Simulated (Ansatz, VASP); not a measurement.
# CdS in VASP and in Ansatz

File INCAR:

```
  PREC = Accurate
  ENCUT = 520
  EDIFF = 1E-6
  ISMEAR = -1
  SIGMA = 0.02
  LREAL = F
  LASPH = T
  NELM = 80
  ALGO = Normal
  ISIF = 2
  LWAVE = F
  LCHARG = F
  GGA = PS
  NBANDS = 16
```

Contents of KPOINTS:

```
regular mesh
0
Gamma
  7 7 7
```

File POSCAR:

```
CdS
1.0
    0.0000000000      2.9429534649      2.8546648610
    2.9429534649      0.0000000000      2.8546648610
    2.9429534649      2.9429534649      0.0000000000
Cd S
1 1
Direct
    0.0000000000      0.0000000000      0.0000000000
    0.7500000000      0.7500000000      0.7500000000
```

Input for Ansatz:

```yaml
crystal:
  lattice:
    - [0.0, 2.9429534649, 2.854664861]
    - [2.9429534649, 0.0, 2.854664861]
    - [2.9429534649, 2.9429534649, 0.0]
  atoms:
    - { symbol: Cd, position: [0.0, 0.0, 0.0] }
    - { symbol: S, position: [0.75, 0.75, 0.75] }
kpoints:
  mp_grid: { grid: [7, 7, 7] }
  band_path:
    path:
      - [0.0, 0.0, 0.0]
      - [0.0, 0.5, 0.5]
      - [0.25, 0.75, 0.5]
      - [0.0, 0.5, 0.0]
      - [0.0, 0.0, 0.0]
      - [0.5, 0.5, 0.0]
      - [0.3828515251, 0.6171484749, 0.0]
      - [-0.3828515251, 0.3828515251, 0.0]
      - [0.0, 0.0, 0.0]
    npoints: 5
scf:
  occupations: { method: fermi_dirac, width: 0.02 }
hamiltonian:
  xc: pbesol
  pseudopotentials: { kind: all_electron, lapw: { basis_error: 0.0005 } }
output:
  forces: true
  stress: true
  eigenvalues: true
```

Change from the starting cell: zz strain of -3 %.

Alike in both runs: task single point; functional PBEsol; k mesh 7 × 7 × 7; occupations fermi-dirac, width 0.02 eV; no spin polarisation.

|  | VASP | Ansatz |
| --- | --- | --- |
| version | VASP 6.6.1 | Ansatz 0.2.0 |
| potentials or method | VASP PAW PBE potentials, release 64 (Cd, S) | all-electron LAPW, scalar-relativistic |
| plane-wave cutoff (eV) | 520 | see its input |

|  | VASP | Ansatz | Ansatz less VASP |
| --- | --- | --- | --- |
| gap on the k mesh at the Fermi level (eV) | 0.96 | 0.95 | -0.005 |
| pressure (GPa) | 0.3 | -0.1 | -0.37 |
| largest component of the traceless stress (GPa) | 0.36 | 0.37 | +0.009 |

Ansatz ran all-electron here, so the differences hold the error of VASP's frozen core and of both bases.

Caveats: the PAW data sets were made with another functional, which shifts forces and pressure a little (VASP).
